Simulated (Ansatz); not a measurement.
A 2-atom cell of GaN started from a crystallographic database, relaxed with r2SCAN, was run in Ansatz 0.2.0 under altered settings. All numbers are computed, without spin polarisation but where a row says otherwise.

```
CELL_PARAMETERS angstrom
0.00000 2.10852 2.10852
2.10852 0.00000 2.10852
2.10852 2.10852 0.00000
ATOMIC_POSITIONS crystal
Ga 0.50000 0.50000 0.50000
N 0.00000 0.00000 0.00000
```

The base run's other keys:
```yaml
kpoints:
  mp_grid: { grid: [6, 6, 6] }
hamiltonian:
  xc: hse06
scf:
  occupations: { method: fixed }
  n_extra_bands: 4
```

It takes 13 iterations with 339 plane waves at 420 eV and 16 k points, and leaves a mean stress of -1.50 GPa. The gap over this mesh is 1.898 eV. It ran on 4 threads of Arm Neoverse N1 (shared host).

Outcomes, with energy and stress as changes against the base:
```
                                  setting            outcome  ΔF (meV/atom)  Δ mean stress (GPa)  gap on the mesh (eV)  iterations  wall time
PBE hybrid, exx coeff 0.75, omega 0.1 1/Å          converged              –                -17.3                 5.966          16      9.5 s
 PBE hybrid, exx coeff 1.0, omega 0.1 1/Å          converged              –                -24.5                 8.015          20       10 s
 PBE hybrid, exx coeff 0.4, omega 0.3 1/Å          converged              –                 -4.4                 2.374          16      9.2 s
PBE hybrid, exx coeff 0.15, omega 0.5 1/Å          converged              –                 +5.2                 1.053          13      8.1 s
           crystal.symmetry.detect: false  converged, warned            0.0                  0.0                 1.898          15       47 s
```
A dash marks a value that wasn't obtained or can't be compared. Stress is positive in compression. The base took 8.2 s.

- PBE hybrid, exx coeff 0.75, omega 0.1 1/Å. That is 75 % exact exchange, screened with ω = 0.1 1/Å, against HSE06's 25 % screened at 0.208 1/Å. The mean stress moves by -17.3 GPa and the gap on the mesh by +4.068 eV (to 5.966). Totals of different functionals aren't comparable. The program warns that on this mesh the truncation of the exchange isn't bounded, so part of the change can be an error of the mesh.
- PBE hybrid, exx coeff 1.0, omega 0.1 1/Å. That is 100 % exact exchange, screened with ω = 0.1 1/Å, against HSE06's 25 % screened at 0.208 1/Å. The mean stress moves by -24.5 GPa and the gap on the mesh by +6.118 eV (to 8.015). Totals of different functionals aren't comparable. The program warns that on this mesh the truncation of the exchange isn't bounded, so part of the change can be an error of the mesh.
- PBE hybrid, exx coeff 0.4, omega 0.3 1/Å. That is 40 % exact exchange, screened with ω = 0.3 1/Å, against HSE06's 25 % screened at 0.208 1/Å. The mean stress moves by -4.4 GPa and the gap on the mesh by +0.476 eV (to 2.374). Totals of different functionals aren't comparable.
- PBE hybrid, exx coeff 0.15, omega 0.5 1/Å. That is 15 % exact exchange, screened with ω = 0.5 1/Å, against HSE06's 25 % screened at 0.208 1/Å. The mean stress moves by +5.2 GPa and the gap on the mesh by -0.844 eV (to 1.053). Totals of different functionals aren't comparable.
- crystal.symmetry.detect: false. It converges in 15 iterations against the base's 13, on 216 k points in place of 16. The result is the base's, as it should be for a key that only affects how the solution is found. Warned: hybrid solves reversed points apart.

Within 1 meV an atom, 0.1 GPa and 0.005 eV of the base stay: crystal.symmetry.detect: false.

The program warns that its thresholds are loose for a hybrid's stress.

The meshes of the hybrids are coarse, so their gaps aren't converged to the digits shown.
